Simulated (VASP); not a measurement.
# GaAs (F-43m) in VASP: further runs

Aim: see how the results for GaAs move with the level of theory and the settings. Levels: PBE-EpsX, PBEsol. Tasks: band structure, relaxation of cell and atoms, dielectric tensor.

Everything below comes from runs of VASP 6.6.1. Logs are shortened: lines on timing, memory, paths and dates and some standing lists are left out, and cuts for length are marked.

### 1 The crystal as given

Symmetry: F-43m, No. 216, cubic system. The conventional cell has a = 5.654 Å, b = 5.654 Å, c = 5.654 Å, α = 90.00°, β = 90.00°, γ = 90.00°. As (site symmetry -43m) has 4 Ga at 2.45 Å as nearest neighbours. Around Ga (site symmetry -43m) lie 4 As at 2.45 Å.

### 2 Band structure, PBE-EpsX

POSCAR reads:

```
GaAs
1.0
    0.0000000000      2.8268500000      2.8268500000
    2.8268500000      0.0000000000      2.8268500000
    2.8268500000      2.8268500000      0.0000000000
As Ga
1 1
Direct
    0.7500000000      0.7500000000      0.7500000000
    0.0000000000      0.0000000000      0.0000000000
```

INCAR.step1 reads:

```
SYSTEM = GaAs
  ALGO = Normal
  EDIFF = 1E-8
  ENCUT = 520
  GGA = PE
  ISIF = 2
  ISMEAR = -1
  LASPH = .TRUE.
  LCHARG = .FALSE.
  LEPSILON = .TRUE.
  LREAL = .FALSE.
  LWAVE = .FALSE.
  NELM = 100
  PREC = Accurate
  SIGMA = 0.05
```

KPOINTS.step1 reads:

```
Automatic mesh
0
G
  8 8 8
  0 0 0
```

INCAR.step2 reads:

```
SYSTEM = GaAs
  ALGO = Normal
  EDIFF = 1E-5
  ENCUT = 520
  GGA = PE
  ISIF = 2
  ISMEAR = -1
  LASPH = .TRUE.
  LCHARG = .FALSE.
  LREAL = .FALSE.
  LWAVE = .TRUE.
  NBANDS = 16
  NELM = 100
  PREC = Accurate
  SIGMA = 0.05
```

KPOINTS.step2 reads:

```
k-points
0
G
  4 4 4
  0 0 0
```

INCAR.step3 reads:

```
SYSTEM = GaAs
  AEXX = 0.0348
  ALGO = Normal
  EDIFF = 1E-6
  ENCUT = 520
  GGA = PE
  HFRCUT = -1
  ISIF = 2
  ISMEAR = -1
  ISTART = 1
  LASPH = .TRUE.
  LCHARG = .FALSE.
  LHFCALC = .TRUE.
  LREAL = .FALSE.
  LWAVE = .FALSE.
  NBANDS = 16
  NELM = 100
  PREC = Accurate
  PRECFOCK = Normal
  SIGMA = 0.05
```

KPOINTS.step3 reads:

```
k-points
0
G
  4 4 4
  0 0 0
```

KPOINTS_OPT reads:

```
path GXWKGLUWLK,UX
8
line-mode
reciprocal
 0.0000000000  0.0000000000  0.0000000000  G
 0.5000000000  0.0000000000  0.5000000000  X

 0.5000000000  0.0000000000  0.5000000000  X
 0.5000000000  0.2500000000  0.7500000000  W

 0.5000000000  0.2500000000  0.7500000000  W
 0.3750000000  0.3750000000  0.7500000000  K

 0.3750000000  0.3750000000  0.7500000000  K
 0.0000000000  0.0000000000  0.0000000000  G

 0.0000000000  0.0000000000  0.0000000000  G
 0.5000000000  0.5000000000  0.5000000000  L

 0.5000000000  0.5000000000  0.5000000000  L
 0.6250000000  0.2500000000  0.6250000000  U

 0.6250000000  0.2500000000  0.6250000000  U
 0.5000000000  0.2500000000  0.7500000000  W

 0.5000000000  0.2500000000  0.7500000000  W
 0.5000000000  0.5000000000  0.5000000000  L

 0.5000000000  0.5000000000  0.5000000000  L
 0.3750000000  0.3750000000  0.7500000000  K

 0.6250000000  0.2500000000  0.6250000000  U
 0.5000000000  0.0000000000  0.5000000000  X
```

Potentials or basis: VASP PAW PBE potentials, release 64 (As, Ga_d).

Launch:

```bash
$ cat potpaw_PBE.64/As/POTCAR potpaw_PBE.64/Ga_d/POTCAR > POTCAR
$ cp INCAR.step1 INCAR
$ cp KPOINTS.step1 KPOINTS
$ mpirun -np 1 vasp_std > vasp.out
$ cp INCAR.step2 INCAR
$ cp KPOINTS.step2 KPOINTS
$ mpirun -np 1 vasp_std > vasp.out
$ cp INCAR.step3 INCAR
$ cp KPOINTS.step3 KPOINTS
$ mpirun -np 1 vasp_std > vasp.out
```

OUTCAR:

```text
SYSTEM = GaAs
   AEXX = 0.0348
   EDIFF = 1E-6
   ENCUT = 520
   GGA = PE
   ISIF = 2
   ISMEAR = -1
   ISTART = 1
   LASPH = .TRUE.
   LHFCALC = .TRUE.
   LREAL = .FALSE.
   NELM = 100
   PREC = Accurate
   PRECFOCK = Normal

 ion  position               nearest neighbor table
   1  0.750  0.750  0.750-   2 2.45   2 2.45   2 2.45   2 2.45
   2  0.000  0.000  0.000-   1 2.45   1 2.45   1 2.45   1 2.45

  LATTYP: Found a face centered cubic cell.
 ALAT       =     5.6537000000

  Lattice vectors:

 A1 = (   0.0000000000,   2.8268500000,   2.8268500000)
 A2 = (   2.8268500000,   0.0000000000,   2.8268500000)
 A3 = (   2.8268500000,   2.8268500000,   0.0000000000)

Analysis of symmetry for initial positions (statically):
=====================================================================
 Subroutine PRICEL returns:
 Original cell was already a primitive cell.

 Routine SETGRP: Setting up the symmetry group for a
 face centered cubic supercell.

 Subroutine GETGRP returns: Found 24 space group operations
 (whereof 24 operations were pure point group operations)
 out of a pool of 48 trial point group operations.

The static configuration has the point symmetry T_d .

Analysis of symmetry for dynamics (positions and initial velocities):
=====================================================================
 Subroutine PRICEL returns:
 Original cell was already a primitive cell.

 Routine SETGRP: Setting up the symmetry group for a
 face centered cubic supercell.

 Subroutine GETGRP returns: Found 24 space group operations
 (whereof 24 operations were pure point group operations)
 out of a pool of 48 trial point group operations.

The dynamic configuration has the point symmetry T_d .

 Subroutine INISYM returns: Found 24 space group operations
 (whereof 24 operations are pure point group operations),
 and found     1 'primitive' translations

----------------------------------------------------------------------------------------

                                     Primitive cell

  volume of cell :      45.1792

  direct lattice vectors                    reciprocal lattice vectors
     0.000000000  2.826850000  2.826850000    -0.176875321  0.176875321  0.176875321
[... 72 lines left out ...]
   NSW    =      0    number of steps for IOM
   IBRION =     -1    ionic relax: 0-MD 1-quasi-New 2-CG
   NFREE  =      0    steps in history (QN), initial steepest desc. (CG)
   ISIF   =      2    stress and relaxation
   ISYM   =      3    0-nonsym 1-usesym 2-fastsym
   POTIM  = 0.5000    time-step for ionic-motion
   TEBEG  =    0.0;   TEEND  =   0.0 temperature during run
   PSTRESS=    0.0 pullay stress
   NELECT =      18.0000    total number of electrons
   NUPDOWN=      -1.0000    fix difference up-down
   EMIN   =  10.00;   EMAX   =-10.00  energy-range for DOS
   EFERMI =   0.00;   METHOD = LEGACY
   ISMEAR =    -1;   SIGMA  =   0.05  broadening in eV -4-tet -1-fermi 0-gaus
   EFERMI_NEDOS =   21; number of points for ismear=-14 and -15
   IALGO  =     38    algorithm
   IMIX   =      1    mixing-type and parameters
     AMIX     =   0.40;   BMIX     =  1.00
     AMIX_MAG =   1.60;   BMIX_MAG =  1.00
  volume/ion in A,a.u.               =      22.59       152.44
  Fermi-wavevector in a.u.,A,eV,Ry     =   1.204628  2.276417 19.743799  1.451128
  Thomas-Fermi vector in A             =   2.340347
   LORBIT       =      0    0 simple, 1 ext, 2 COOP (PROOUT), +10 PAW based schemes
   GGA     = PE    functional components
   LHFCALC =     T    Hartree Fock is set to
   PRECFOCK=normal    Normal, Fast or Accurate (Low or Medium for compatibility)
   ENCUT4O =  -1.0   cutoff for four orbital integrals eV
   NKREDX  =     1    reduce k-point grid by
   NKREDY  =     1    reduce k-point grid by
   NKREDZ  =     1    reduce k-point grid by
   AEXX    =    0.0348 exact exchange contribution
   HFSCREEN=    0.0000 screening length (either q_TF or 0.3 A-1)
   HFSCREENC=   0.0000 screening length for correlation (either q_TF or 0.3 A-1)
   ENCUTFOCK=  -1.0 apply spherical cutoff to Coloumb kernel
   IVDW    =     0    specifies the selected vdW correction
   LEPSILON=     F    determine dielectric tensor
   LRPA    =     F    only Hartree local field effects (RPA)
 non-spin polarized calculation
  energy-cutoff  :      520.00
  volume of cell :       45.18
 maximum number of plane-waves:      1243
 NGX is ok and might be reduce to    30
  NGX = 24; NGY = 24; NGZ = 24

 number of electron      17.9999995 magnetization

 Free energy of the ion-electron system (eV)
  ---------------------------------------------------
  ext. energy  EPLUGINS =         0.00000000
  ---------------------------------------------------
  free energy    TOTEN  =        -8.41177790 eV

  energy without entropy =       -8.41174664  energy(sigma->0) =       -8.41176227

 E-fermi :   4.2637     XC(G=0):  -9.2827

 val. band max:        3.8729450228   @ k =   0.0000   0.0000   0.0000
 cond. band min:       4.5995442380   @ k =   0.0000   0.0000   0.0000
 fundamental gap:      0.7265992151
 Fermi energy:         4.2637185667

 k-point     1 :       0.0000    0.0000    0.0000
  band No.  band energies     occupation
      1     -11.3498      2.00000
      2     -11.3498      2.00000
      3     -11.3498      2.00000
      4     -11.2717      2.00000
      5     -11.2717      2.00000
      6      -9.0453      2.00000
[... 129 lines left out ...]
      3     -11.3062      2.00000
      4     -11.2824      2.00000
      5     -11.2677      2.00000
      6      -6.4305      2.00000
[... 8 lines left out ...]
     15      16.3318      0.00000
     16      17.4438      0.00000

------------------------ aborting loop because EDIFF is reached ----------------------------------------

  FORCE on cell =-STRESS in cart. coord.  units (eV):
  Direction    XX          YY          ZZ          XY          YZ          ZX
  --------------------------------------------------------------------------------------
  -------------------------------------------------------------------------------------
  Total        0.9537049      0.9537049      0.9537049      0.0000000     -0.0000000     -0.0000000
  in kB       33.8209890     33.8209890     33.8209890      0.0000000     -0.0000000     -0.0000000
  external PRESSURE =      33.8209890 kB  Pullay stress =       0.0000000 kB

 VOLUME and BASIS-vectors are now :
 -----------------------------------------------------------------------------
  energy-cutoff  :      520.00
  volume of cell :       45.18
      direct lattice vectors                 reciprocal lattice vectors
     0.000000000  2.826850000  2.826850000    -0.176875321  0.176875321  0.176875321
     2.826850000  0.000000000  2.826850000     0.176875321 -0.176875321  0.176875321
     2.826850000  2.826850000  0.000000000     0.176875321  0.176875321 -0.176875321

 POSITION                                       TOTAL-FORCE (eV/Angst)
 -----------------------------------------------------------------------------------
      4.24027      4.24027      4.24027        -0.000000      0.000000     -0.000000
      0.00000      0.00000      0.00000         0.000000     -0.000000      0.000000
 -----------------------------------------------------------------------------------
    total drift:                                0.000057      0.000048      0.000042

  FREE ENERGIE OF THE ION-ELECTRON SYSTEM (eV)
  ---------------------------------------------------
  free  energy   TOTEN  =        -8.4117779019 eV

  energy  without entropy=       -8.4117466409  energy(sigma->0) =       -8.41176227
```

OUTCAR.step1:

```text
SYSTEM = GaAs
   EDIFF = 1E-8
   ENCUT = 520
   GGA = PE
   ISIF = 2
   ISMEAR = -1
   LASPH = .TRUE.
   LEPSILON = .TRUE.
   LREAL = .FALSE.
   NELM = 100
   PREC = Accurate

 ion  position               nearest neighbor table
[... 666 lines left out ...]
  y     0.00000    -0.00000     0.00000     0.00000     0.00000     1.00383
  z    -0.00000     0.00000     0.00000     1.00383     0.00000     0.00000

 BORN EFFECTIVE CHARGES (including local field effects) (in |e|, cummulative output)
 ---------------------------------------------------------------------------------
 ion    1
    1    -2.28826     0.00000     0.00000
    2    -0.00000    -2.28826    -0.00000
    3     0.00000     0.00000    -2.28826
 ion    2
    1     2.28826     0.00000     0.00000
    2     0.00000     2.28826     0.00000
    3     0.00000     0.00000     2.28826
```

Run time: 26 min. Hardware: 1 thread of Intel Xeon 6975P-C (Granite Rapids), shared host; peak memory 0.3 GiB.

What came out:

```
Free energy             : -8.4118 eV
Pressure                : 3.4 GPa
Band gap on the k mesh  : 0.73 eV, direct
Band gap along the path : 0.73 eV, direct
```

Levels at the corners of the path, in eV from the valence-band top:
| point | band 7 | band 8 | band 9 | band 10 | band 11 | band 12 |
| --- | --- | --- | --- | --- | --- | --- |
| Γ | 0.00 | 0.00 | 0.00 | 0.73 | 3.91 | 3.91 |
| X | -6.94 | -2.73 | -2.73 | 1.62 | 1.83 | 10.44 |
| X | -6.94 | -2.73 | -2.73 | 1.62 | 1.83 | 10.44 |
| W | -6.75 | -3.59 | -3.40 | 4.84 | 4.91 | 5.62 |
| W | -6.75 | -3.59 | -3.40 | 4.84 | 4.91 | 5.62 |
| K | -6.74 | -3.93 | -2.30 | 2.13 | 4.84 | 8.19 |
| K | -6.74 | -3.93 | -2.30 | 2.13 | 4.84 | 8.19 |
| Γ | 0.00 | 0.00 | 0.00 | 0.73 | 3.91 | 3.91 |
| Γ | 0.00 | 0.00 | 0.00 | 0.73 | 3.91 | 3.91 |
| L | -6.75 | -1.16 | -1.16 | 1.18 | 4.82 | 4.82 |
| L | -6.75 | -1.16 | -1.16 | 1.18 | 4.82 | 4.82 |
| U | -6.74 | -3.93 | -2.30 | 2.13 | 4.84 | 8.19 |
| U | -6.74 | -3.93 | -2.30 | 2.13 | 4.84 | 8.19 |
| W | -6.75 | -3.59 | -3.40 | 4.84 | 4.91 | 5.62 |
| W | -6.75 | -3.59 | -3.40 | 4.84 | 4.91 | 5.62 |
| L | -6.75 | -1.16 | -1.16 | 1.18 | 4.82 | 4.82 |
| L | -6.75 | -1.16 | -1.16 | 1.18 | 4.82 | 4.82 |
| K | -6.74 | -3.93 | -2.30 | 2.13 | 4.84 | 8.19 |
| U | -6.74 | -3.93 | -2.30 | 2.13 | 4.84 | 8.19 |
| X | -6.94 | -2.73 | -2.73 | 1.62 | 1.83 | 10.44 |

Caveat: the k mesh is coarse (spacing up to 0.48 Å⁻¹), so the values aren't converged, least of all with exact exchange; the PAW data sets were made with another functional, which shifts forces and pressure a little.

### 3 Relaxation of cell and atoms, PBE-EpsX

POSCAR is that of step 2.

INCAR.step1 reads:

```
SYSTEM = GaAs
ALGO = Normal
EDIFF = 1E-8
ENCUT = 600
GGA = PE
ISMEAR = -1
LASPH = .True.
LCHARG = .False.
LEPSILON = .True.
LREAL = .False.
LWAVE = .False.
NELM = 100
PREC = Accurate
SIGMA = 0.05
```

KPOINTS.step1 is that of step 2.

INCAR.step2 reads:

```
SYSTEM = GaAs
ALGO = Normal
EDIFF = 1E-5
ENCUT = 600
GGA = PE
ISMEAR = -1
LASPH = .True.
LCHARG = .False.
LREAL = .False.
LWAVE = .True.
NELM = 100
PREC = Accurate
SIGMA = 0.05
```

KPOINTS.step2 reads:

```
k-points
0
Gamma
  4 4 4
  0 0 0
```

INCAR.step3 reads:

```
SYSTEM = GaAs
AEXX = 0.0348
ALGO = Normal
EDIFF = 1E-6
EDIFFG = -0.02
ENCUT = 600
GGA = PE
HFRCUT = -1
IBRION = 2
ISIF = 3
ISMEAR = -1
ISTART = 1
LASPH = .True.
LCHARG = .False.
LHFCALC = .True.
LREAL = .False.
LWAVE = .False.
NELM = 100
NSW = 40
PREC = Accurate
PRECFOCK = Fast
SIGMA = 0.05
```

KPOINTS.step3 reads:

```
k-points
0
Gamma
  4 4 4
  0 0 0
```

Potentials or basis: VASP PAW PBE potentials, release 64 (As, Ga_d).

Launch:

```bash
$ cat potpaw_PBE.64/As/POTCAR potpaw_PBE.64/Ga_d/POTCAR > POTCAR
$ cp INCAR.step1 INCAR
$ cp KPOINTS.step1 KPOINTS
$ mpirun -np 1 vasp_std > vasp.out
$ cp INCAR.step2 INCAR
$ cp KPOINTS.step2 KPOINTS
$ mpirun -np 1 vasp_std > vasp.out
$ cp INCAR.step3 INCAR
$ cp KPOINTS.step3 KPOINTS
$ mpirun -np 1 vasp_std > vasp.out
```

OUTCAR:

```text
SYSTEM = GaAs
   AEXX = 0.0348
   EDIFF = 1E-6
   EDIFFG = -0.02
   ENCUT = 600
   GGA = PE
   IBRION = 2
   ISIF = 3
   ISMEAR = -1
   ISTART = 1
   LASPH = .True.
   LHFCALC = .True.
   LREAL = .False.
   NELM = 100
   NSW = 40
   PREC = Accurate
   PRECFOCK = Fast

 ion  position               nearest neighbor table
   1  0.750  0.750  0.750-   2 2.45   2 2.45   2 2.45   2 2.45
   2  0.000  0.000  0.000-   1 2.45   1 2.45   1 2.45   1 2.45

  LATTYP: Found a face centered cubic cell.
 ALAT       =     5.6537000000

  Lattice vectors:

 A1 = (   0.0000000000,   2.8268500000,   2.8268500000)
 A2 = (   2.8268500000,   0.0000000000,   2.8268500000)
 A3 = (   2.8268500000,   2.8268500000,   0.0000000000)

Analysis of symmetry for initial positions (statically):
=====================================================================
 Subroutine PRICEL returns:
[... 173 lines left out ...]
  external PRESSURE =      33.6691464 kB  Pullay stress =       0.0000000 kB
[... 59 lines left out ...]
--------------------------------------- Ionic step        3  -------------------------------------------

 number of electron      17.9999996 magnetization

 Free energy of the ion-electron system (eV)
  ---------------------------------------------------
  ext. energy  EPLUGINS =         0.00000000
  ---------------------------------------------------
  free energy    TOTEN  =        -8.43327933 eV

  energy without entropy =       -8.43260279  energy(sigma->0) =       -8.43294106

 E-fermi :   3.6483     XC(G=0):  -9.0770

 val. band max:        3.4414642080   @ k =   0.0000   0.0000   0.0000
 cond. band min:       3.7985250826   @ k =   0.0000   0.0000   0.0000
 fundamental gap:      0.3570608747
 Fermi energy:         3.6482723203

 k-point     1 :       0.0000    0.0000    0.0000
  band No.  band energies     occupation
      1     -11.7107      2.00000
      2     -11.7107      2.00000
      3     -11.7107      2.00000
      4     -11.6435      2.00000
      5     -11.6435      2.00000
      6      -9.1443      2.00000
      7       3.4415      1.96854
      8       3.4415      1.96853
      9       3.4415      1.96853
     10       3.7985      0.09440
     11       7.3299      0.00000
     12       7.3299      0.00000
     13       7.3299      0.00000
[... 139 lines left out ...]
  FREE ENERGIE OF THE ION-ELECTRON SYSTEM (eV)
  ---------------------------------------------------
  free  energy   TOTEN  =        -8.4332793310 eV

  energy  without entropy=       -8.4326027906  energy(sigma->0) =       -8.43294106

 reached required accuracy - stopping structural energy minimisation
```

Wall time 7.2 min (1 thread of Intel Xeon 6975P-C (Granite Rapids), shared host); peak memory 0.34 GiB.

What came out:

| Property | Result |
| --- | --- |
| Free energy | -8.4333 eV |
| Relaxed volume | 23.69 Å³/atom |
| Relaxed cell | a = 4.062 Å, b = 4.062 Å, c = 4.062 Å, α = 60.00°, β = 60.00°, γ = 60.00° |
| Space group after relaxing (to 0.05 Å) | F-43m (No. 216) |
| Energy gained by relaxing | 10.8 meV/atom |
| Ionic steps | 3 |
| Pressure after relaxing | 0.1 GPa |
| Band gap on the k mesh | 0.36 eV, direct |

The path:
| step | energy change (eV) | largest force (eV/Å) | pressure (GPa) | volume (Å³) |
| --- | --- | --- | --- | --- |
| 1 | 0.0000 | 0.0000 | 3.37 | 45.18 |
| 2 | -0.0182 | 0.0000 | -1.13 | 48.35 |
| 3 | -0.0216 | 0.0000 | 0.08 | 47.38 |

Final structure:
```
CELL_PARAMETERS angstrom
0.00000 2.87194 2.87194
2.87194 0.00000 2.87194
2.87194 2.87194 0.00000
ATOMIC_POSITIONS crystal
As 0.75000 0.75000 0.75000
Ga 0.00000 0.00000 0.00000
```

Caveat: the k mesh is coarse (spacing up to 0.48 Å⁻¹), so the values aren't converged, least of all with exact exchange; the PAW data sets were made with another functional, which shifts forces and pressure a little. Zero-point motion and thermal expansion aren't in these numbers.

(Continued in part 2 of 3.)
